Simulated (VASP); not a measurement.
Set up this calculation in VASP 6.6.1, as the native input.

```
Task                   : relaxation of the atoms
Functional             : PBE
Potentials or basis    : VASP PAW PBE potentials, release 64 (Zn, Se)
Cutoff                 : 600 eV
k mesh                 : 8 × 8 × 8
Occupations            : gaussian, width 0.03 eV
Spin                   : no spin polarisation
Further INCAR settings : ALGO = Normal; EDIFF = 1e-07; IBRION = 2; EDIFFG = -0.01; NSW = 40
```

The structure of ZnSe (Stilleite) lies in POSCAR:

```
ZnSe                                    
1.0
    0.0000000000      2.8502119615      2.8502119615
    2.8502119615      0.0000000000      2.8502119615
    2.8502119615      2.8502119615      0.0000000000
  Zn              Se            
     1     1
Direct
     1.0000000000000000    1.0000000000000000    1.0000000000000000
     0.2500000000000000    0.2500000000000000    0.2500000000000000
```

The cell isn't the ideal one: a relaxed cell with its volume scaled by 0.98.

These files were run (other wordings do the same):

INCAR

```
SYSTEM = ZnSe
  ALGO = Normal
  EDIFF = 1E-7
  EDIFFG = -0.01
  ENCUT = 600
  GGA = PE
  IBRION = 2
  ISIF = 2
  ISMEAR = 0
  LASPH = .True.
  LCHARG = .False.
  LREAL = .False.
  LWAVE = .False.
  NELM = 80
  NSW = 40
  PREC = Accurate
  SIGMA = 0.03
```

KPOINTS

```
k-points
0
Gamma
  8 8 8
  0 0 0
```

Potentials or basis: VASP PAW PBE potentials, release 64 (Zn, Se).

The run is started by

```sh
$ cat potpaw_PBE.64/Zn/POTCAR potpaw_PBE.64/Se/POTCAR > POTCAR
$ mpirun -np 1 vasp_std > vasp.out
```

Results of the run:

```json
{
 "Pressure after relaxing": "1.2 GPa",
 "Band gap on the k mesh": "1.22 eV, direct"
}
```

Caveat: the relaxation stopped at its first step, so nothing moved.

It took 15 s on 1 thread of Intel(R) Xeon(R) Platinum 8259CL CPU @ 2.50GHz (Skylake/Cascade Lake), on a shared host, peak memory 0.18 GiB.
